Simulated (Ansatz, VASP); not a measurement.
## Ga3Se in VASP and in Ansatz

```
Ga Se
1.0
     4.27702    0.00000    0.00000
     0.00000    4.27702    0.00000
     0.00000    0.00000    4.27702
Ga Se
3 1
Direct
  0.00000 0.50000 0.50000
  0.50000 0.00000 0.50000
  0.50000 0.50000 0.00000
  0.00000 0.00000 0.00000
```

Alike in both runs: task single point; functional r2SCAN; k mesh 10 × 10 × 10; occupations gaussian, width 0.1 eV; no spin polarisation.

|  | VASP | Ansatz |
| --- | --- | --- |
| version | VASP 6.6.1 | Ansatz 0.2.0 |
| potentials or method | VASP PAW PBE potentials, release 64 (Ga_d, Se) | scalar-relativistic, plane waves, PAW |
| plane-wave cutoff (eV) | 520 | 500 |
| valence electrons in the cell | 45 | 55 |

|  | VASP | Ansatz | Ansatz less VASP |
| --- | --- | --- | --- |
| gap on the k mesh at the Fermi level (eV) | none | none | - |
| pressure (GPa) | 2.8 | 2.8 | +0.04 |

A gap of «none» marks a metal or a gap that the smearing closes. The two sets of potentials don't hold the same shells in valence.

Caveats: the PAW data sets were made with another functional, which shifts forces and pressure a little (VASP).
